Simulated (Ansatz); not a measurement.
Pd under changes of volume

One of the cells (14.750 Å³/atom); the others are scaled copies at fixed shape and fractional positions:

```
Pd
1.0
     0.00000    1.94650    1.94650
     1.94650    0.00000    1.94650
     1.94650    1.94650    0.00000
Pd
1
Direct
  0.00000 0.00000 0.00000
```

- Program: Ansatz 0.2.0
- Functional: CAM-B3LYP
- Potentials or basis: Ansatz PAW
- Cutoff: 420 eV (not typed: the program's choice for these potentials)
- k mesh: 6 × 6 × 6
- Occupations: fermi-dirac, width 0.05 eV
- Spin: no spin polarisation

| volume (Å³/atom) | energy over the lowest point (meV/atom) | pressure (GPa) |
| --- | --- | --- |
| 13.865 | 61.77 | 18.4 |
| 14.160 | 33.13 | 12.9 |
| 14.455 | 13.92 | 8.0 |
| 14.750 | 3.26 | 3.7 |
| 15.045 | 0.00 | -0.1 |
| 15.340 | ? | ? |
| 15.635 | 12.14 | -6.3 |

**Question.** What does the run at 15.340 Å³/atom give?

**Answer.** Energy over the lowest point 3.18 meV/atom; pressure -3.4 GPa.

Worked out: A Birch-Murnaghan fit of order 3 (a polynomial in V^(-2/3)) to the other rows has its minimum at 15.04 Å³/atom with B0 = V·E''(V) = 180 GPa and B' = 5.6. It gives 3.20 meV/atom at 15.340 Å³/atom, against the run's 3.18, and -dE/dV = -3.4 GPa, against -3.4.

Energies are extrapolated to zero smearing.

Caveats: all runs use coarse meshes; the PAW data sets come from PBE, with cores solved anew for the run's functional, which leaves a small shift of forces and pressure; the thresholds are loose for stress.
